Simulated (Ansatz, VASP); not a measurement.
# Two plane-wave programs on Zn

```
CELL_PARAMETERS angstrom
2.57097 0.00000 0.00000
-1.28549 2.22653 0.00000
0.00000 0.00000 4.73619
ATOMIC_POSITIONS crystal
Zn 0.33333 0.66667 0.25000
Zn 0.66667 0.33333 0.75000
```

Alike in both runs: task single point; functional LDA; k mesh 5 × 5 × 3; occupations fermi-dirac, width 0.1 eV; no spin polarisation.

|  | VASP | Ansatz |
| --- | --- | --- |
| version | VASP 6.6.1 | Ansatz 0.2.0 |
| potentials or method | VASP PAW LDA potentials, release 64 (Zn) | plane waves (420 eV) with PAW, scalar-relativistic |
| plane-wave cutoff (eV) | 520 | 420 |
| valence electrons in the cell | 24 | 24 |

```csv
,VASP,Ansatz,Ansatz less VASP
pressure (GPa),1.7,0.9,-0.72
largest component of the traceless stress (GPa),7.37,7.16,-0.205
```

Ansatz warned: «pseudo_functional_mismatch».

Caveats: the k mesh is coarse (spacing up to 0.56 Å⁻¹), so the values aren't converged.
